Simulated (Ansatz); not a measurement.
# MoS2: the cost of one run

Program: Ansatz 0.2.0. Level of theory: DFT PBE+U (U_eff = 4 eV on Mo d), plane waves, PAW. These are calculated values, not measurements.

The COD entry's cell or inner coordinates are ideal or old and differ from later refinements, so a difference from it is no clean test against experiment.

**1. The system as given**

Symmetry: R-3m, No. 166, trigonal system. The conventional cell has a = 3.171 Å, b = 3.171 Å, c = 18.345 Å, α = 90.00°, β = 90.00°, γ = 120.00°. Around Mo (site symmetry -3m) lie 6 S at 2.39 Å. Around S (site symmetry 3m) lie 3 Mo at 2.39 Å.

As a file:

```cif
data_structure
_symmetry_space_group_name_H-M 'R-3m:H'
_symmetry_Int_Tables_number 166
_cell_length_a 3.1710
_cell_length_b 3.1710
_cell_length_c 18.3450
_cell_angle_alpha 90.000
_cell_angle_beta 90.000
_cell_angle_gamma 120.000
_cell_volume 159.75
loop_
_atom_site_label
_atom_site_type_symbol
_atom_site_symmetry_multiplicity
_atom_site_Wyckoff_symbol
_atom_site_fract_x
_atom_site_fract_y
_atom_site_fract_z
_atom_site_occupancy
Mo1 Mo 3 a 0.00000 0.00000 0.00000 1
S1 S 6 c 0.00000 0.00000 0.75000 1
```

Magnetic order typed: ferromagnetic.

An earlier series on this cell reached its lowest free state from «random orbitals: fully mixed, first filling», perhaps among other starts.

**2. Random orbitals: single harmonics, second filling**

input.yaml

```yaml
crystal:
  lattice:
    - [1.58550029, 0.91538902, 6.11499825]
    - [-1.58550029, 0.91538902, 6.11499825]
    - [0.0, -1.83077804, 6.11499825]
  atoms:
    - { symbol: Mo, position: [0.0, 0.0, 0.0], spin: 0.3 }
    - { symbol: S, position: [0.75, 0.75, 0.75] }
    - { symbol: S, position: [0.25, 0.25, 0.25] }
basis:
  ecutwfc: 420
  ecutrho_ratio: 4
kpoints:
  mp_grid: { grid: [7, 7, 7] }
hamiltonian:
  xc: pbe
  hubbard:
    sites:
      - { site: 0, l: d, u_eff: 4.0, starting_ns: [{ spin: up, occupation_matrix: s0up }, { spin: down, occupation_matrix: s0down }] }
    occupation_matrices:
      s0up:
        matrix:
          - [0.02, 0.0, 0.0, 0.0, 0.0]
          - [0.0, 0.02, 0.0, 0.0, 0.0]
          - [0.0, 0.0, 0.02, 0.0, 0.0]
          - [0.0, 0.0, 0.0, 0.97, 0.0]
          - [0.0, 0.0, 0.0, 0.0, 0.02]
      s0down:
        matrix:
          - [0.02, 0.0, 0.0, 0.0, 0.0]
          - [0.0, 0.02, 0.0, 0.0, 0.0]
          - [0.0, 0.0, 0.97, 0.0, 0.0]
          - [0.0, 0.0, 0.0, 0.02, 0.0]
          - [0.0, 0.0, 0.0, 0.0, 0.02]
    ns_hold: { iters: 5 }
scf:
  occupations: { method: gaussian, width: 0.05 }
  lower_state_search: "off"
  max_iter: 150
output:
  forces: true
  stress: true
  eigenvalues: true
  populations: true
  hubbard: { sites: [{ site: 0, l: d }] }
magnetization:
  spin_polarized: true
```

The typed matrices put 0.97 on the chosen orbitals and 0.02 on the others, and are held for 5 cycles.

Run with:

```sh
$ ansatz run input.yaml --threads 2 --pin off --max-ram 3072MiB --backend cpu --events-out ev --progress --plain --runs-dir out
```

Q: Estimate wall time and peak memory on 2 threads of Arm Neoverse N1, shared host.

About 37 s, with a peak of 0.53 GiB.
